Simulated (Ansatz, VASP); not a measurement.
## CH4: VASP beside Ansatz

```
C H
1.0
    12.00000    0.00000    0.00000
     0.00000   12.50000    0.00000
     0.00000    0.00000   13.00000
C H
1 4
Cartesian
  5.7419 6.2500 6.1350
  5.7419 6.2500 7.2302
  6.7744 6.2500 5.7699
  5.2257 7.1442 5.7699
  5.2257 5.3558 5.7699
```

Alike in both runs: functional PBE; k mesh 1 × 1 × 1; occupations gaussian, width 0.01 eV; no spin polarisation.

Ansatz relaxed the structure, and its values are those at the end. VASP's run is a single point on that final structure, the one shown.

|  | VASP | Ansatz |
| --- | --- | --- |
| version | VASP 6.6.1 | Ansatz 0.2.0 |
| potentials or method | VASP PAW PBE potentials, release 64 (C, H) | scalar-relativistic, plane waves, PAW |
| plane-wave cutoff (eV) | 520 | 420 |
| valence electrons in the cell | 8 | 8 |

|  | VASP | Ansatz | Ansatz less VASP |
| --- | --- | --- | --- |
| rms of the force components (eV/Å) | 0.013 | 0.001 | -0.0114 |

Ansatz warned: «structure_snapped_to_symmetry».
